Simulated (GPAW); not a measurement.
The system is Ge.

```xyz
4
Lattice="4.0504 0.0000 0.0000 -2.0252 3.5078 0.0000 0.0000 0.0000 10.9934" Properties=species:S:1:pos:R:3 pbc="T T T"
Ge    2.0252    1.1693    4.5606
Ge    0.0000    2.3385   10.0573
Ge    0.0000    0.0000    5.2488
Ge    0.0000    0.0000   10.7455
```

This isn't the form of Ge at room conditions, which is diamond.

```yaml
Program: GPAW 26.7.0
Task: relaxation of cell and atoms
Functional: PBEsol
Potentials_or_basis: PAW data sets generated in the run's folder for this functional
Cutoff: 600 eV
Basis: pw
k_mesh: 6 × 6 × 2
Occupations: fermi-dirac, width 0.05 eV
Spin: no spin polarisation
```

At the start: pressure -1.4 GPa; volume 39.05 Å³/atom.

**Question.** Where does the relaxation end?

**Answer.** Over 30 steps the energy falls by 430.3 meV/atom and the volume is 19.33 Å³/atom (-50.5 %); space group P6_3/mmc (No. 194, to 0.05 Å).

Step by step:
| step | energy change (eV) | largest force (eV/Å) | pressure (GPa) | volume (Å³) |
| --- | --- | --- | --- | --- |
| 1 | 0.0000 | 0.1212 | -1.43 | 156.19 |
| 2 | -0.0064 | 0.0988 | -1.28 | 155.61 |
| 3 | -0.0277 | 0.0637 | -0.09 | 151.30 |
| 4 | -0.0280 | 0.0514 | -0.15 | 151.44 |
| 5 | -0.0289 | 0.0214 | -0.25 | 151.42 |
| 6 | -0.0303 | 0.0219 | -0.30 | 150.87 |
| 7 | -0.0317 | 0.0608 | -0.24 | 149.71 |
| 8 | -0.0328 | 0.0778 | -0.11 | 148.33 |
| 9 | -0.0341 | 0.0793 | 0.05 | 146.82 |
| 10 | -0.0368 | 0.0743 | 0.30 | 144.05 |
| 11 | -0.0462 | 0.0530 | 0.92 | 136.09 |
| 12 | -0.0591 | 0.0014 | 1.62 | 127.72 |
| 13 | -0.1147 | 0.2522 | -0.61 | 123.33 |
| 14 | -0.1813 | 0.3440 | -1.57 | 118.00 |
| 15 | -0.3009 | 0.2225 | -1.66 | 112.26 |
| 16 | -0.4389 | 0.1008 | -1.67 | 106.85 |
| 17 | -0.5977 | 0.0427 | -1.88 | 101.82 |
| 18 | -0.8134 | 0.1535 | -2.01 | 97.12 |
| 19 | -1.0097 | 0.1557 | -1.91 | 92.73 |
| 20 | -1.1229 | 0.2200 | -1.16 | 88.45 |
| 21 | -1.1487 | 0.3313 | -0.11 | 84.97 |
| 22 | -1.1652 | 0.3213 | -0.84 | 85.73 |
| 23 | -1.2511 | 0.2726 | -4.06 | 87.42 |
| 24 | -1.3989 | 0.2564 | -6.18 | 87.80 |
| 25 | -1.4477 | 0.0111 | -6.73 | 87.74 |
| 26 | -1.4880 | 0.0095 | -6.18 | 86.68 |
| 27 | -1.6881 | 0.0636 | 0.77 | 77.14 |
| 28 | -1.7118 | 0.0423 | 0.14 | 77.50 |
| 29 | -1.7198 | 0.0485 | -0.24 | 77.60 |
| 30 | -1.7214 | 0.0062 | 0.05 | 77.34 |

Final structure:
```cif
data_structure
_symmetry_space_group_name_H-M 'P 1'
_symmetry_Int_Tables_number 1
_cell_length_a 3.7897
_cell_length_b 3.7897
_cell_length_c 6.2177
_cell_angle_alpha 90.000
_cell_angle_beta 90.000
_cell_angle_gamma 120.000
_cell_volume 77.34
loop_
_atom_site_label
_atom_site_type_symbol
_atom_site_fract_x
_atom_site_fract_y
_atom_site_fract_z
_atom_site_occupancy
Ge1 Ge 0.66667 0.33333 0.32095 1
Ge2 Ge 0.33333 0.66667 0.82095 1
Ge3 Ge 0.00000 0.00000 0.57132 1
Ge4 Ge 0.00000 0.00000 0.07133 1
```

Caveat: later steps reuse the first step's grids; the volume moved by over 15 % at a fixed basis, so the end points are rough.
